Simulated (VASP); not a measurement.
```xyz
5
Lattice="4.1027 0.0000 0.0000 0.0000 4.1027 0.0000 0.0000 0.0000 4.1027" Properties=species:S:1:pos:R:3 pbc="T T T"
Ba     0.0000     0.0000     0.0000
Sn     2.0514     2.0514     2.0514
O      2.0514     0.0000     2.0514
O      0.0000     2.0514     2.0514
O      2.0514     2.0514     0.0000
```

Method: PBE GGA, VASP's PBE PAW potentials (set 64) (plane waves; VASP). Settings: 520 eV cut-off, 5×5×5 Γ-centred mesh, Gaussian smearing of 0.050 eV, potentials Ba_sv Sn_d O.

Task: The job: BaSnO₃ (cubic perovskite), 5 atoms, PBE, static run, 520 eV, 5×5×5 Γ-centred mesh. Roughly how much core time does it take on a busy server core?

Result: About 10 core-seconds (one run on a shared machine, a rough figure). It had 10 irreducible k-points, 25 bands, up to 1876 plane waves and 15 electronic steps.

The compound is BaSnO3 in the cubic perovskite structure. This cell is one point of a volume scan, at 0.94 of the reference volume.
